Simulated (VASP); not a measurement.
# InP (F-43m) in VASP: further runs

InP is run at these levels: r2SCAN; tasks: single point.

Everything below comes from runs of VASP 6.6.1. Logs are shortened: lines on timing, memory, paths and dates and some standing lists are left out, and cuts for length are marked.

**Measured values to compare with.**

A printed reference work, data compilation reports, for a bulk crystal of InP at 1.6 K: band gap 1.4236 eV (direct).

How close the calculation comes is told below.

### 1 The cell of the first run

Symmetry: F-43m, No. 216, cubic system. Conventional cell: a = 5.907 Å, b = 5.907 Å, c = 5.907 Å, α = 90.00°, β = 90.00°, γ = 90.00°. In (site symmetry -43m) has 4 P at 2.56 Å within 3.4 Å. P (site symmetry -43m) has 4 In at 2.56 Å within 3.4 Å.

### 2 Single point, r2SCAN

POSCAR reads:

```
InP
1.0
    0.0000000000      2.9535689140      2.9535689140
    2.9535689140      0.0000000000      2.9535689140
    2.9535689140      2.9535689140      0.0000000000
In P
1 1
Direct
    0.0000000000      0.0000000000      0.0000000000
    0.2500000000      0.2500000000      0.2500000000
```

INCAR.step1 reads:

```
PREC = Accurate
ENCUT = 520
ISMEAR = 0
SIGMA = 0.02
LREAL = F
LASPH = T
NELM = 60
NBANDS = 16
GGA = PE
ALGO = Normal
EDIFF = 1E-4
LWAVE = T
LCHARG = F
```

INCAR.step2 reads:

```
PREC = Accurate
ENCUT = 520
EDIFF = 1E-7
ISMEAR = 0
SIGMA = 0.02
LREAL = F
LASPH = T
NELM = 60
ALGO = Normal
ISIF = 2
LWAVE = F
LCHARG = F
METAGGA = R2SCAN
LMIXTAU = T
NBANDS = 16
ISTART = 1
```

KPOINTS reads:

```
Automatic mesh
0
Gamma
  8 8 8
```

Potentials or basis: VASP PAW PBE potentials, release 64 (In_d, P).

Launch:

```
$ cat potpaw_PBE.64/In_d/POTCAR potpaw_PBE.64/P/POTCAR > POTCAR
$ cp INCAR.step1 INCAR
$ mpirun -np 1 vasp_std > vasp.out
$ cp INCAR.step2 INCAR
$ mpirun -np 1 vasp_std > vasp.out
```

OUTCAR:

```text
PREC = Accurate
   ENCUT = 520
   EDIFF = 1E-7
   ISMEAR = 0
   LREAL = F
   LASPH = T
   NELM = 60
   ISIF = 2
   METAGGA = R2SCAN
   ISTART = 1

 ion  position               nearest neighbor table
   1  0.000  0.000  0.000-   2 2.56   2 2.56   2 2.56   2 2.56
   2  0.250  0.250  0.250-   1 2.56   1 2.56   1 2.56   1 2.56

  LATTYP: Found a face centered cubic cell.
 ALAT       =     5.9071378280

  Lattice vectors:

 A1 = (   0.0000000000,   2.9535689140,   2.9535689140)
 A2 = (   2.9535689140,   0.0000000000,   2.9535689140)
 A3 = (   2.9535689140,   2.9535689140,   0.0000000000)

Analysis of symmetry for initial positions (statically):
=====================================================================
 Subroutine PRICEL returns:
 Original cell was already a primitive cell.

 Routine SETGRP: Setting up the symmetry group for a
 face centered cubic supercell.

 Subroutine GETGRP returns: Found 24 space group operations
 (whereof 24 operations were pure point group operations)
 out of a pool of 48 trial point group operations.

The static configuration has the point symmetry T_d .

Analysis of symmetry for dynamics (positions and initial velocities):
=====================================================================
 Subroutine PRICEL returns:
 Original cell was already a primitive cell.

 Routine SETGRP: Setting up the symmetry group for a
 face centered cubic supercell.

 Subroutine GETGRP returns: Found 24 space group operations
 (whereof 24 operations were pure point group operations)
 out of a pool of 48 trial point group operations.

The dynamic configuration has the point symmetry T_d .

 Subroutine INISYM returns: Found 24 space group operations
 (whereof 24 operations are pure point group operations),
 and found     1 'primitive' translations

----------------------------------------------------------------------------------------

                                     Primitive cell

  volume of cell :      51.5313

  direct lattice vectors                    reciprocal lattice vectors
     0.000000000  2.953568914  2.953568914    -0.169286722  0.169286722  0.169286722
     2.953568914  0.000000000  2.953568914     0.169286722 -0.169286722  0.169286722
     2.953568914  2.953568914  0.000000000     0.169286722  0.169286722 -0.169286722

  length of vectors
     4.176977216  4.176977216  4.176977216     0.293213204  0.293213204  0.293213204

  position of ions in fractional coordinates (direct lattice)
     0.000000000  0.000000000  0.000000000
     0.250000000  0.250000000  0.250000000

  ion indices of the primitive-cell ions
   primitive index   ion index
                 1           1
                 2           2

----------------------------------------------------------------------------------------

 KPOINTS: Automatic mesh

Automatic generation of k-mesh.
 Grid dimensions read from file:
 generate k-points for:    8    8    8

 Generating k-lattice:

  Cartesian coordinates                     Fractional coordinates (reciprocal lattice)
    -0.021160840  0.021160840  0.021160840     0.125000000  0.000000000  0.000000000
     0.021160840 -0.021160840  0.021160840     0.000000000  0.125000000  0.000000000
     0.021160840  0.021160840 -0.021160840     0.000000000  0.000000000  0.125000000

  Length of vectors
     0.036651650  0.036651650  0.036651650

  Shift w.r.t. Gamma in fractional coordinates (k-lattice)
     0.000000000  0.000000000  0.000000000

 Subroutine IBZKPT returns following result:
 ===========================================

 Found     29 irreducible k-points:

 Following reciprocal coordinates:
            Coordinates               Weight
  0.000000  0.000000  0.000000      1.000000
  0.125000  0.000000  0.000000      8.000000
  0.250000  0.000000  0.000000      8.000000
  0.375000  0.000000  0.000000      8.000000
  0.500000  0.000000  0.000000      4.000000
  0.125000  0.125000  0.000000      6.000000
[... 16 lines left out ...]
  0.500000  0.250000  0.125000     48.000000
 -0.375000  0.250000  0.125000     24.000000
 [... further k-points ...]
   k-points           NKPTS =     29   k-points in BZ     NKDIM =     29   number of bands    NBANDS=     16
   number of dos      NEDOS =    301   number of ions     NIONS =      2
   total plane-waves  NPLWV =  32768
   dimension x,y,z NGX =    32 NGY =   32 NGZ =   32
   dimension x,y,z NGXF=    64 NGYF=   64 NGZF=   64
   ions per type =               1   1
   NGX,Y,Z   is equivalent  to a cutoff of  12.74, 12.74, 12.74 a.u.
   NGXF,Y,Z  is equivalent  to a cutoff of  25.47, 25.47, 25.47 a.u.
 SYSTEM =  unknown system
   PREC   = accura    normal or accurate (medium, high low for compatibility)
   ISTART =      1    job   : 0-new  1-cont  2-samecut
   ICHARG =      0    charge: 1-file 2-atom 10-const
   ISPIN  =      1    spin polarized calculation?
   LNONCOLLINEAR =      F non collinear calculations
   LSORBIT =      F    spin-orbit coupling
   LASPH  =      T    aspherical Exc in radial PAW
   ENCUT  =  520.0 eV  38.22 Ry    6.18 a.u.   7.77  7.77  7.77*2*pi/ulx,y,z
   NELM   =     60;   NELMIN=  2; NELMDL=  0     # of ELM steps
   EDIFF  = 0.1E-06   stopping-criterion for ELM
   LREAL  =      F    real-space projection
   EDIFFG = 0.1E-05   stopping-criterion for IOM
   NSW    =      0    number of steps for IOM
   IBRION =     -1    ionic relax: 0-MD 1-quasi-New 2-CG
   NFREE  =      0    steps in history (QN), initial steepest desc. (CG)
   ISIF   =      2    stress and relaxation
   ISYM   =      2    0-nonsym 1-usesym 2-fastsym
   POTIM  = 0.5000    time-step for ionic-motion
   TEBEG  =    0.0;   TEEND  =   0.0 temperature during run
   PSTRESS=    0.0 pullay stress
   NELECT =      18.0000    total number of electrons
   NUPDOWN=      -1.0000    fix difference up-down
   EMIN   =  10.00;   EMAX   =-10.00  energy-range for DOS
   EFERMI =   0.00;   METHOD = LEGACY
   ISMEAR =     0;   SIGMA  =   0.02  broadening in eV -4-tet -1-fermi 0-gaus
   EFERMI_NEDOS =   21; number of points for ismear=-14 and -15
   IALGO  =     38    algorithm
   IMIX   =      4    mixing-type and parameters
     AMIX     =   0.40;   BMIX     =  1.00
     AMIX_MAG =   1.60;   BMIX_MAG =  1.00
  volume/ion in A,a.u.               =      25.77       173.88
  Fermi-wavevector in a.u.,A,eV,Ry     =   1.152945  2.178750 18.085979  1.329282
  Thomas-Fermi vector in A             =   2.289592
   LORBIT       =      0    0 simple, 1 ext, 2 COOP (PROOUT), +10 PAW based schemes
   METAGGA = R2SCAN    functional components
   LHFCALC =     F    Hartree Fock is set to
   AEXX    =    0.0000 exact exchange contribution
   IVDW    =     0    specifies the selected vdW correction
   LEPSILON=     F    determine dielectric tensor
   LRPA    =     F    only Hartree local field effects (RPA)
 non-spin polarized calculation
 Gauss-broadening in eV      SIGMA  =   0.02
  energy-cutoff  :      520.00
  volume of cell :       51.53
 maximum number of plane-waves:      1411
   NGX = 15   NGY = 15   NGZ = 15

 number of electron      18.0000009 magnetization

 Free energy of the ion-electron system (eV)
  ---------------------------------------------------
  ext. energy  EPLUGINS =         0.00000000
  ---------------------------------------------------
  free energy    TOTEN  =       -32.29735242 eV

  energy without entropy =      -32.29735242  energy(sigma->0) =      -32.29735242

 E-fermi :   4.8514     XC(G=0):  -9.7716

 val. band max:        4.7562726725   @ k =   0.0000   0.0000   0.0000
 cond. band min:       5.7876254477   @ k =   0.0000   0.0000   0.0000
 fundamental gap:      1.0313527752
 Fermi energy:         4.8513970420

 k-point     1 :       0.0000    0.0000    0.0000
  band No.  band energies     occupation
      1      -9.8558      2.00000
      2      -9.8558      2.00000
      3      -9.8558      2.00000
      4      -9.6891      2.00000
      5      -9.6891      2.00000
      6      -7.0804      2.00000
[... 8 lines left out ...]
     15      14.6410      0.00000
     16      14.6410      0.00000

 k-point     2 :       0.1250    0.0000    0.0000
  band No.  band energies     occupation
      1      -9.8755      2.00000
      2      -9.8483      2.00000
      3      -9.8483      2.00000
      4      -9.6889      2.00000
      5      -9.6889      2.00000
      6      -6.8988      2.00000
[... 8 lines left out ...]
     15      13.9991      0.00000
     16      14.5561      0.00000

 k-point     3 :       0.2500    0.0000    0.0000
  band No.  band energies     occupation
      1      -9.9202      2.00000
      2      -9.8320      2.00000
      3      -9.8320      2.00000
      4      -9.6865      2.00000
      5      -9.6865      2.00000
      6      -6.3944      2.00000
[... 8 lines left out ...]
     15      13.7801      0.00000
     16      14.3432      0.00000

 k-point     4 :       0.3750    0.0000    0.0000
  band No.  band energies     occupation
      1      -9.9619      2.00000
      2      -9.8192      2.00000
      3      -9.8192      2.00000
      4      -9.6805      2.00000
      5      -9.6805      2.00000
      6      -5.7273      2.00000
[... 8 lines left out ...]
     15      14.7555      0.00000
     16      14.7555      0.00000
[... 324 lines left out ...]
 k-point    22 :       0.3750    0.2500    0.1250
  band No.  band energies     occupation
      1      -9.9598      2.00000
      2      -9.8125      2.00000
      3      -9.8062      2.00000
      4      -9.7035      2.00000
      5      -9.6742      2.00000
      6      -5.9770      2.00000
[... 8 lines left out ...]
     15      15.4474      0.00000
     16      16.9148      0.00000

 k-point    23 :       0.5000    0.2500    0.1250
  band No.  band energies     occupation
      1      -9.9851      2.00000
      2      -9.8057      2.00000
      3      -9.7915      2.00000
      4      -9.7000      2.00000
      5      -9.6740      2.00000
      6      -5.3692      2.00000
[... 8 lines left out ...]
     15      16.1229      0.00000
     16      16.6960      0.00000

 k-point    24 :      -0.3750    0.2500    0.1250
  band No.  band energies     occupation
      1      -9.9944      2.00000
      2      -9.8045      2.00000
      3      -9.7861      2.00000
      4      -9.6946      2.00000
      5      -9.6765      2.00000
      6      -5.0368      2.00000
[... 8 lines left out ...]
     15      15.9811      0.00000
     16      16.6369      0.00000

 [... further k-points ...]

------------------------ aborting loop because EDIFF is reached ----------------------------------------

  FORCE on cell =-STRESS in cart. coord.  units (eV):
  Direction    XX          YY          ZZ          XY          YZ          ZX
  --------------------------------------------------------------------------------------
  -------------------------------------------------------------------------------------
  Total       -0.0360256     -0.0360256     -0.0360256     -0.0000000      0.0000000      0.0000000
  in kB       -1.1200823     -1.1200823     -1.1200823     -0.0000000      0.0000000      0.0000000
  external PRESSURE =      -1.1200823 kB  Pullay stress =       0.0000000 kB

 VOLUME and BASIS-vectors are now :
 -----------------------------------------------------------------------------
  energy-cutoff  :      520.00
  volume of cell :       51.53
      direct lattice vectors                 reciprocal lattice vectors
     0.000000000  2.953568914  2.953568914    -0.169286722  0.169286722  0.169286722
     2.953568914  0.000000000  2.953568914     0.169286722 -0.169286722  0.169286722
     2.953568914  2.953568914  0.000000000     0.169286722  0.169286722 -0.169286722

 POSITION                                       TOTAL-FORCE (eV/Angst)
 -----------------------------------------------------------------------------------
      0.00000      0.00000      0.00000        -0.000000     -0.000000     -0.000000
      1.47678      1.47678      1.47678         0.000000      0.000000      0.000000
 -----------------------------------------------------------------------------------
    total drift:                               -0.000002     -0.000002     -0.000002

  FREE ENERGIE OF THE ION-ELECTRON SYSTEM (eV)
  ---------------------------------------------------
  free  energy   TOTEN  =       -32.2973524159 eV

  energy  without entropy=      -32.2973524159  energy(sigma->0) =      -32.29735242
```

Run time: 2.2 min. Hardware: 1 thread of AMD EPYC 7R13, shared host; peak memory 0.16 GiB.

What came out:

| Item | Value |
| --- | --- |
| Free energy | -32.2974 eV |
| Pressure | -0.1 GPa |
| Band gap on the k mesh | 1.03 eV |

Caveat: the PAW data sets were made with another functional, which shifts forces and pressure a little; spin-orbit coupling is left out, which moves the levels of the heavy elements.

[end of part 1 of 2]
